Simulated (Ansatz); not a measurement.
SrO in the zincblende structure, relaxed with r2SCAN in the plane-wave code Ansatz. Space group F-43m (No. 216), cubic; a = 5.585 Å in the conventional setting, 21.77 Å³ an atom. Around Sr lie 4 O at 2.42 Å; around O lie 4 Sr at 2.42 Å.

The axes x, y and z are those of this cell:
```xyz
2
Lattice="0.0000 2.7923 2.7923 2.7923 0.0000 2.7923 2.7923 2.7923 0.0000" Properties=species:S:1:pos:R:3 pbc="T T T"
Sr    0.0000    0.0000    0.0000
O     1.3961    1.3961    1.3961
```

Unstrained: PBE gives an indirect gap of 2.519 eV, from W to Γ; the least direct gap is 3.363 eV at Γ. The r2SCAN gap is indirect, 2.889 eV (W to Γ), below the direct gap of 3.733 eV at Γ. HSE06 gives an indirect gap of 3.851 eV, from W to Γ; the least direct gap is 4.737 eV at Γ. Meshes: PBE 8×8×8, r2SCAN 8×8×8, HSE06 6×6×6. Strains are changes of length per length. After each strain the atoms were relaxed again with r2SCAN within the symmetry that the strain leaves, so tilts or polar shifts that break it weren't tested; points keep the names that they have in the unstrained zone. No spin polarisation. The prototype was imposed, so other structures may be more stable.

(1) For epitaxial -3.97 % in the xy plane, how far does the free direction move, and what happens to the gap?

(2) Estimate what biaxial +2.06 % in x and y, z held does to the gap.

## Answers

(1) The normal strain at zero normal stress is +5.89 %, 1.48 of the in-plane strain with the sign turned. PBE: the gap goes from 2.519 to 2.531 eV (+0.012 eV); the edges go from W → Γ to (1/3, 1/2, -1/6) → Γ. r2SCAN: the gap goes from 2.889 to 2.913 eV (+0.024 eV); the edges go from W → Γ to (1/3, 1/2, -1/6) → Γ.

(2) PBE: the gap goes from 2.519 to 2.398 eV (-0.121 eV). r2SCAN: the gap goes from 2.889 to 2.767 eV (-0.122 eV). HSE06: the gap goes from 3.851 to 3.714 eV (-0.137 eV). The r2SCAN energy rises by 7.5 meV an atom.

The meshes of the hybrids are coarse, so their gaps aren't converged to the digits shown.
